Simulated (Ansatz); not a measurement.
**How far is PAW off for I?**

```
I
1.0
     4.33904    0.00000    0.00000
    -2.16952    3.75772    0.00000
     0.00000    0.00000    4.94712
I
2
Direct
  0.33333 0.66667 0.25000
  0.66667 0.33333 0.75000
```

Atom numbers follow the list: I1, I2.

The cell was built from the hcp type and relaxed in the same program; it needn't be a known or the stable phase. The listed cell was then made from it by scaling, straining or moving an atom.

No spin–orbit coupling, which matters for the heavy atoms here.

Levels of theory: DFT, PBE, PAW with Ansatz's default frozen-core files, scalar-relativistic (Ansatz 0.2.0); DFT, PBE, all-electron PAW with datasets made for the crystal, scalar-relativistic (Ansatz 0.2.0); DFT, PBE, all-electron LAPW, scalar-relativistic (Ansatz 0.2.0).

For PAW: a Γ-centred 15×15×8 k mesh, Fermi–Dirac smearing of 0.05 eV, cutoff 420 eV, no spin polarisation. The crystal-made all-electron datasets (AE datasets) take a cutoff of 140 eV at this cell. LAPW targets a basis error of 1 meV/atom. The Ansatz runs share mesh, smearing and spin set-up. Plane-wave (PAW) pressures include the program's estimate of the Pulay term.

Stress and pressure are positive in compression.

The change that made this cell: volume scaled by 1.04.

No spin–orbit coupling: at heavy atoms the gradients can be off by tens of per cent for that reason.

In a metal, gradients converge slowly with the k mesh: the values move by tens of per cent from one mesh to another, at times in sign, so only the comparison on one mesh counts.

```
                            quantity    PAW  AE datasets   LAPW
                      pressure (GPa)  -0.79        -0.79  -0.78
                     stress xx (GPa)  -0.60        -0.60  -0.60
                     stress zz (GPa)  -1.17        -1.16  -1.16
field gradient Vzz at I1 (10²¹ V/m²)      ?            ?      –
```

Q: What belongs in the row "field gradient Vzz at I1 (10²¹ V/m²)", column "PAW"?

A: 41.58.

Q: Give the missing entry: row "field gradient Vzz at I1 (10²¹ V/m²)", column "AE datasets".

A: 42.03.
